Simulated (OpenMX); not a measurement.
# SnO2 (Cassiterite) under changes of volume

One of the cells (11.922 Å³/atom); the others are scaled copies at fixed shape and fractional positions:

```
CELL_PARAMETERS angstrom
4.73800 0.00000 0.00000
0.00000 4.73800 0.00000
0.00000 0.00000 3.18650
ATOMIC_POSITIONS crystal
Sn 0.50000 0.50000 0.50000
Sn 0.00000 0.00000 0.00000
O 0.80710 0.19290 0.50000
O 0.69290 0.69290 0.00000
O 0.19290 0.80710 0.50000
O 0.30710 0.30710 0.00000
```

* Program: OpenMX 3.8.5
* Functional: PBE
* Potentials or basis: OpenMX 2013 PBE set, Sn7.0-s3p2d1, O6.0-s2p2, fixed grid of 64 × 64 × 42 points
* k mesh: 7 × 7 × 9
* Occupations: fermi-dirac, width 0.05 eV
* Spin: no spin polarisation

```tsv
volume (Å³/atom)	energy over the lowest point (meV/atom)	gap on the mesh (eV)	largest force (eV/Å)
11.207	167.31	1.65	0.773
11.445	?	?	?
11.684	80.98	1.09	0.560
11.922	50.57	0.83	0.472
12.161	27.46	0.59	0.385
12.399	10.83	0.35	0.305
12.637	0.00	0.13	0.238
```

Q: What does the run at 11.445 Å³/atom give?

A: Energy over the lowest point 119.57 meV/atom; gap on the mesh 1.36 eV; largest force 0.662 eV/Å.

Worked out: A Birch-Murnaghan fit of order 3 (a polynomial in V^(-2/3)) to the other rows has no minimum within the range. It gives 119.63 meV/atom at 11.445 Å³/atom, against the run's 119.57. A parabola through the other rows of the gap, of slope -13.4 eV per unit of ln V (its deformation potential) there, gives 1.36 eV, against the run's 1.36.

Energies are extrapolated to zero smearing.

Caveats: the basis has few d functions beyond the semicore shells, which can make volumes several per cent too large; spin-orbit coupling is left out, which moves the levels of the heavy elements; the basis of atomic orbitals isn't converged, which shifts pressures, moduli and gaps.
